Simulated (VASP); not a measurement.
# Si (Ia-3) in VASP: settings compared, part 2 of 2

VASP 6.6.1.

### Step 4. Relaxation of cell and atoms, PBEsol

File INCAR:

```
SYSTEM = Si
PREC = Accurate
ENCUT = 600
EDIFF = 1E-6
ISMEAR = 1
SIGMA = 0.1
LREAL = .False.
LASPH = .True.
NELM = 80
ALGO = Normal
ISIF = 3
LWAVE = .False.
LCHARG = .False.
GGA = PS
IBRION = 2
NSW = 90
EDIFFG = -0.01
KPAR = 2
```

File KPOINTS:

```
Automatic mesh
0
Gamma
  8 8 8
  0 0 0
```

File POSCAR:

```
Si
1.0
   -3.3180000000      3.3180000000      3.3180000000
    3.3180000000     -3.3180000000      3.3180000000
    3.3180000000      3.3180000000     -3.3180000000
Si
8
Direct
    0.2006000000      0.2006000000      0.2006000000
    0.5000000000      0.0000000000      0.2994000000
    0.2994000000      0.5000000000      0.0000000000
    0.0000000000      0.2994000000      0.5000000000
    0.7994000000      0.7994000000      0.7994000000
    0.5000000000      0.0000000000      0.7006000000
    0.7006000000      0.5000000000      0.0000000000
    0.0000000000      0.7006000000      0.5000000000
```

Potentials or basis: VASP PAW PBE potentials, release 64 (Si).

Launch:

```bash
$ cat potpaw_PBE.64/Si/POTCAR > POTCAR
$ mpirun -np 2 vasp_std > vasp.out
```

OUTCAR:

```text
SYSTEM = Si
   PREC = Accurate
   ENCUT = 600
   EDIFF = 1E-6
   ISMEAR = 1
   LREAL = .False.
   LASPH = .True.
   NELM = 80
   ISIF = 3
   GGA = PS
   IBRION = 2
   NSW = 90
   EDIFFG = -0.01

 ion  position               nearest neighbor table
   1  0.201  0.201  0.201-   5 2.31   3 2.39   4 2.39   2 2.39
   2  0.500  0.000  0.299-   6 2.31   3 2.39   1 2.39   4 2.39
   3  0.299  0.500  0.000-   7 2.31   2 2.39   1 2.39   4 2.39
   4  0.000  0.299  0.500-   8 2.31   3 2.39   1 2.39   2 2.39
   5  0.799  0.799  0.799-   1 2.31   6 2.39   7 2.39   8 2.39
   6  0.500  0.000  0.701-   2 2.31   7 2.39   5 2.39   8 2.39
   7  0.701  0.500  0.000-   3 2.31   6 2.39   8 2.39   5 2.39
   8  0.000  0.701  0.500-   4 2.31   5 2.39   6 2.39   7 2.39

  LATTYP: Found a body centered cubic cell.
 ALAT       =     6.6360000000

  Lattice vectors:

 A1 = (  -3.3180000000,   3.3180000000,   3.3180000000)
 A2 = (   3.3180000000,  -3.3180000000,   3.3180000000)
 A3 = (   3.3180000000,   3.3180000000,  -3.3180000000)

Analysis of symmetry for initial positions (statically):
=====================================================================
 Subroutine PRICEL returns:
 Original cell was already a primitive cell.

 Routine SETGRP: Setting up the symmetry group for a
 body centered cubic supercell.

 Subroutine GETGRP returns: Found 24 space group operations
 (whereof  6 operations were pure point group operations)
 out of a pool of 48 trial point group operations.

The static configuration has the point symmetry S_6 .
 The point group associated with its full space group is T_h .

Analysis of symmetry for dynamics (positions and initial velocities):
=====================================================================
 Subroutine PRICEL returns:
 Original cell was already a primitive cell.

 Routine SETGRP: Setting up the symmetry group for a
 body centered cubic supercell.

 Subroutine GETGRP returns: Found 24 space group operations
 (whereof  6 operations were pure point group operations)
 out of a pool of 48 trial point group operations.

The dynamic configuration has the point symmetry S_6 .
 The point group associated with its full space group is T_h .

 Subroutine INISYM returns: Found 24 space group operations
 (whereof  6 operations are pure point group operations),
 and found     1 'primitive' translations

----------------------------------------------------------------------------------------

                                     Primitive cell

  volume of cell :     146.1131

  direct lattice vectors                    reciprocal lattice vectors
    -3.318000000  3.318000000  3.318000000     0.000000000  0.150693189  0.150693189
     3.318000000 -3.318000000  3.318000000     0.150693189  0.000000000  0.150693189
     3.318000000  3.318000000 -3.318000000     0.150693189  0.150693189  0.000000000

  length of vectors
     5.746944580  5.746944580  5.746944580     0.213112351  0.213112351  0.213112351

  position of ions in fractional coordinates (direct lattice)
     0.200600000  0.200600000  0.200600000
     0.500000000  0.000000000  0.299400000
     0.299400000  0.500000000  0.000000000
     0.000000000  0.299400000  0.500000000
[... 69 lines left out ...]
   k-points           NKPTS =     35   k-points in BZ     NKDIM =     35   number of bands    NBANDS=     21
   number of dos      NEDOS =    301   number of ions     NIONS =      8
   total plane-waves  NPLWV = 110592
   dimension x,y,z NGX =    48 NGY =   48 NGZ =   48
   dimension x,y,z NGXF=    96 NGYF=   96 NGZF=   96
   ions per type =               8
   NGX,Y,Z   is equivalent  to a cutoff of  13.89, 13.89, 13.89 a.u.
   NGXF,Y,Z  is equivalent  to a cutoff of  27.77, 27.77, 27.77 a.u.
 SYSTEM =  Si
   PREC   = accura    normal or accurate (medium, high low for compatibility)
   ISTART =      0    job   : 0-new  1-cont  2-samecut
   ICHARG =      2    charge: 1-file 2-atom 10-const
   ISPIN  =      1    spin polarized calculation?
   LNONCOLLINEAR =      F non collinear calculations
   LSORBIT =      F    spin-orbit coupling
   LASPH  =      T    aspherical Exc in radial PAW
   ENCUT  =  600.0 eV  44.10 Ry    6.64 a.u.  11.48 11.48 11.48*2*pi/ulx,y,z
   NELM   =     80;   NELMIN=  2; NELMDL= -5     # of ELM steps
   EDIFF  = 0.1E-05   stopping-criterion for ELM
   LREAL  =      F    real-space projection
   EDIFFG = -.1E-01   stopping-criterion for IOM
   NSW    =     90    number of steps for IOM
   IBRION =      2    ionic relax: 0-MD 1-quasi-New 2-CG
   NFREE  =      1    steps in history (QN), initial steepest desc. (CG)
   ISIF   =      3    stress and relaxation
   ISYM   =      2    0-nonsym 1-usesym 2-fastsym
   POTIM  = 0.5000    time-step for ionic-motion
   TEBEG  =    0.0;   TEEND  =   0.0 temperature during run
   PSTRESS=    0.0 pullay stress
   NELECT =      32.0000    total number of electrons
   NUPDOWN=      -1.0000    fix difference up-down
   EMIN   =  10.00;   EMAX   =-10.00  energy-range for DOS
   EFERMI =   0.00;   METHOD = LEGACY
   ISMEAR =     1;   SIGMA  =   0.10  broadening in eV -4-tet -1-fermi 0-gaus
   EFERMI_NEDOS =   21; number of points for ismear=-14 and -15
   IALGO  =     38    algorithm
   IMIX   =      4    mixing-type and parameters
     AMIX     =   0.40;   BMIX     =  1.00
     AMIX_MAG =   1.60;   BMIX_MAG =  1.00
  volume/ion in A,a.u.               =      18.26       123.25
  Fermi-wavevector in a.u.,A,eV,Ry     =   0.986798  1.864779 13.248960  0.973771
  Thomas-Fermi vector in A             =   2.118206
   LORBIT       =      0    0 simple, 1 ext, 2 COOP (PROOUT), +10 PAW based schemes
   GGA     = PS    functional components
   LHFCALC =     F    Hartree Fock is set to
   AEXX    =    0.0000 exact exchange contribution
   IVDW    =     0    specifies the selected vdW correction
   LEPSILON=     F    determine dielectric tensor
   LRPA    =     F    only Hartree local field effects (RPA)
 conjugate gradient relaxation of ions
 non-spin polarized calculation
 Methfessel and Paxton  Order N= 1 SIGMA  =   0.10
  energy-cutoff  :      600.00
  volume of cell :      146.11
 maximum number of plane-waves:      4904
 NGX is ok and might be reduce to    48
   NGX = 23   NGY = 23   NGZ = 23

--------------------------------------- Ionic step        1  -------------------------------------------

 number of electron      31.9999999 magnetization

 Free energy of the ion-electron system (eV)
  ---------------------------------------------------
  ext. energy  EPLUGINS =         0.00000000
  ---------------------------------------------------
  free energy    TOTEN  =       -44.98721296 eV

  energy without entropy =      -44.98784948  energy(sigma->0) =      -44.98742513

------------------------ aborting loop because EDIFF is reached ----------------------------------------

  FORCE on cell =-STRESS in cart. coord.  units (eV):
  Direction    XX          YY          ZZ          XY          YZ          ZX
  --------------------------------------------------------------------------------------
  -------------------------------------------------------------------------------------
  Total       -0.4175858     -0.4175858     -0.4175858     -0.0000000      0.0000000      0.0000000
  in kB       -4.5789635     -4.5789635     -4.5789635     -0.0000000      0.0000000      0.0000000
  external PRESSURE =      -4.5789635 kB  Pullay stress =       0.0000000 kB
[... 197 lines left out ...]
--------------------------------------- Ionic step        6  -------------------------------------------

 number of electron      31.9999999 magnetization

 Free energy of the ion-electron system (eV)
  ---------------------------------------------------
  ext. energy  EPLUGINS =         0.00000000
  ---------------------------------------------------
  free energy    TOTEN  =       -45.01676275 eV

  energy without entropy =      -45.01735064  energy(sigma->0) =      -45.01695871

 E-fermi :   7.2346     XC(G=0): -10.1348

 val. band max:        7.2022033200   @ k =   0.5000   0.5000   0.3750
 cond. band min:       7.2469777741   @ k =   0.5000   0.5000   0.3750
 fundamental gap:      0.0447744541
 Fermi energy:         7.2345503180

 k-point     1 :       0.0000    0.0000    0.0000
  band No.  band energies     occupation
      1      -5.5858      2.00000
      2      -1.1384      2.00000
      3      -0.7556      2.00000
      4      -0.7556      2.00000
      5      -0.7556      2.00000
      6       0.7216      2.00000
[... 565 lines left out ...]
     20       9.1787     -0.00000
     21       9.6289      0.00000

 [... further k-points ...]

------------------------ aborting loop because EDIFF is reached ----------------------------------------

  FORCE on cell =-STRESS in cart. coord.  units (eV):
  Direction    XX          YY          ZZ          XY          YZ          ZX
  --------------------------------------------------------------------------------------
  -------------------------------------------------------------------------------------
  Total        0.0058210      0.0058210      0.0058210     -0.0000000     -0.0000000      0.0000000
  in kB        0.0647476      0.0647476      0.0647476     -0.0000000     -0.0000000      0.0000000
  external PRESSURE =       0.0647476 kB  Pullay stress =       0.0000000 kB
[... 23 lines left out ...]
  FREE ENERGIE OF THE ION-ELECTRON SYSTEM (eV)
  ---------------------------------------------------
  free  energy   TOTEN  =       -45.0167627479 eV

  energy  without entropy=      -45.0173506372  energy(sigma->0) =      -45.01695871

 reached required accuracy - stopping structural energy minimisation
```

Run time: 3 min. Hardware: 2 MPI ranks of Intel Xeon Platinum 8488C (Sapphire Rapids), shared host; peak memory 0.36 GiB.

What came out:

```yaml
Free_energy: -45.0168 eV
Relaxed_volume: 18.01 Å³/atom
Relaxed_cell: a = 5.720 Å, b = 5.720 Å, c = 5.720 Å, α = 109.47°, β = 109.47°, γ = 109.47°
Space_group_after_relaxing_to_0.05_Å: Ia-3 (No. 206)
Energy_gained_by_relaxing: 3.7 meV/atom
Ionic_steps: 6
Pressure_after_relaxing: 0.0 GPa
Band_gap_on_the_k_mesh: none (metal or under the smearing width)
```

The path:
| step | energy change (eV) | largest force (eV/Å) | pressure (GPa) | volume (Å³) |
| --- | --- | --- | --- | --- |
| 1 | 0.0000 | 0.2963 | -0.46 | 146.11 |
| 2 | -0.0251 | 0.1012 | -0.32 | 145.01 |
| 3 | -0.0293 | 0.0251 | -0.19 | 144.25 |
| 4 | -0.0293 | 0.0126 | -0.21 | 144.33 |
| 5 | -0.0294 | 0.0103 | 0.21 | 143.76 |
| 6 | -0.0295 | 0.0009 | 0.01 | 144.04 |

Final structure:
```
Si
1.0
    -3.30224    3.30224    3.30224
     3.30224   -3.30224    3.30224
     3.30224    3.30224   -3.30224
Si
8
Direct
  0.20461 0.20461 0.20461
  0.50000 0.00000 0.29539
  0.29539 0.50000 0.00000
  0.00000 0.29539 0.50000
  0.79539 0.79539 0.79539
  0.50000 0.00000 0.70461
  0.70461 0.50000 0.00000
  0.00000 0.70461 0.50000
```

Levels at points of the mesh, in eV from the Fermi level:
| k point | band 14 | band 15 | band 16 | band 17 | band 18 | band 19 |
| --- | --- | --- | --- | --- | --- | --- |
| (0.00, 0.00, 0.00) | -1.49 | -1.49 | -0.83 | 1.67 | 1.67 | 1.67 |
| (0.50, 0.00, 0.00) | -2.16 | -1.34 | -1.34 | 0.31 | 0.31 | 1.99 |
| (0.50, 0.50, 0.50) | -0.68 | 0.22 | 0.22 | 0.22 | 2.85 | 2.85 |

Caveat: the PAW data sets were made with another functional, which shifts forces and pressure a little.

### Step 5. Relaxation of cell and atoms, PBEsol

This run uses another cell than the first one, of 18.01 Å³/atom, 0.986 times its volume.

INCAR: that of step 4 with these lines changed.

```diff
@@ -3,3 +3,3 @@
 ENCUT = 600
-EDIFF = 1E-6
+EDIFF = 1E-7
 ISMEAR = 1
@@ -16,3 +16,3 @@
 NSW = 90
-EDIFFG = -0.01
+EDIFFG = -0.005
 KPAR = 2
```

KPOINTS is that of step 4.

File POSCAR:

```
Si                                      
1.0
   -3.3022419995      3.3022419995      3.3022419995
    3.3022419995     -3.3022419995      3.3022419995
    3.3022419995      3.3022419995     -3.3022419995
  Si            
     8
Direct
     0.2046052134431846    0.2046052134431846    0.2046052134431846
     0.5000000000000000    0.0000000000000000    0.2953947865568155
     0.2953947865568155    0.5000000000000000    0.0000000000000000
     0.0000000000000000    0.2953947865568155    0.5000000000000000
     0.7953947865568154    0.7953947865568154    0.7953947865568154
     0.5000000000000000    0.0000000000000000    0.7046052134431846
     0.7046052134431846    0.5000000000000000    0.0000000000000000
     0.0000000000000000    0.7046052134431846    0.5000000000000000
```

Launch:

```bash
$ cat potpaw_PBE.64/Si/POTCAR > POTCAR
$ mpirun -np 2 vasp_std > vasp.out
```

Wall time 83 s (2 MPI ranks of Intel Xeon Platinum 8488C (Sapphire Rapids), shared host); peak memory 0.33 GiB.

Results (log left out):

```yaml
Free_energy: -45.0167 eV
Pressure_after_relaxing: 0.0 GPa
Band_gap_on_the_k_mesh: none (metal or under the smearing width)
```

Final structure:
```yaml
crystal:
  lattice:
    - [-3.30224, 3.30224, 3.30224]
    - [3.30224, -3.30224, 3.30224]
    - [3.30224, 3.30224, -3.30224]
  atoms:
    - { symbol: Si, position: [0.20461, 0.20461, 0.20461] }
    - { symbol: Si, position: [0.50000, 0.00000, 0.29539] }
    - { symbol: Si, position: [0.29539, 0.50000, 0.00000] }
    - { symbol: Si, position: [0.00000, 0.29539, 0.50000] }
    - { symbol: Si, position: [0.79539, 0.79539, 0.79539] }
    - { symbol: Si, position: [0.50000, 0.00000, 0.70461] }
    - { symbol: Si, position: [0.70461, 0.50000, 0.00000] }
    - { symbol: Si, position: [0.00000, 0.70461, 0.50000] }
```

Levels at points of the mesh, in eV from the Fermi level:
| k point | band 13 | band 14 | band 15 | band 16 | band 17 | band 18 | band 19 | band 20 |
| --- | --- | --- | --- | --- | --- | --- | --- | --- |
| (0.00, 0.00, 0.00) | -4.21 | -1.49 | -1.49 | -0.83 | 1.67 | 1.67 | 1.67 | 3.73 |
| (0.50, 0.00, 0.00) | -2.16 | -2.16 | -1.34 | -1.34 | 0.31 | 0.31 | 1.99 | 1.99 |
| (0.50, 0.50, 0.50) | -2.66 | -0.68 | 0.22 | 0.22 | 0.22 | 2.85 | 2.85 | 2.86 |

Caveat: the relaxation stopped at its first step, so nothing moved; the PAW data sets were made with another functional, which shifts forces and pressure a little.
